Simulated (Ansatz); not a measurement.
Property card for Ti$_{5}$Si

Computed with DFT PBEsol, scalar-relativistic, plane waves, PAW (Ansatz).

Plane waves to 420 eV, a k mesh through Γ of 12×12×12 on the computed 6-atom cell and Gaussian smearing (0.10 eV); no spin polarisation.

The structure is relaxed at this level of theory with its symmetry kept. Whether it is the stable form of this composition wasn't checked.

```yaml
crystal:
  lattice:
    - [2.48977, 1.43747, 4.39908]
    - [-2.48977, 1.43747, 4.39908]
    - [0.00000, -2.87494, 4.39908]
  atoms:
    - { symbol: Ti, position: [0.15122, 0.15122, 0.15122] }
    - { symbol: Ti, position: [0.60462, 0.39538, 0.00000] }
    - { symbol: Ti, position: [0.00000, 0.60462, 0.39538] }
    - { symbol: Ti, position: [0.84878, 0.84878, 0.84878] }
    - { symbol: Ti, position: [0.39538, 0.00000, 0.60462] }
    - { symbol: Si, position: [0.50000, 0.50000, 0.50000] }
```

* Space group: R32 (No. 155)
* Volume per atom: 15.74 Å³
* Formation energy from the elements' standard states (uncorrected): -0.331 eV/atom
* Kohn–Sham band gap: none (metal)
* Density of states at the Fermi level: 4.72 states/eV per cell
* Löwdin character within 0.5 eV of the Fermi level: Ti 3d 88 %, unprojected 5 %
* Bader charges (e): Ti (2 in the cell) 0.51, Ti (3 in the cell) 0.23, Si (1 in the cell) -1.70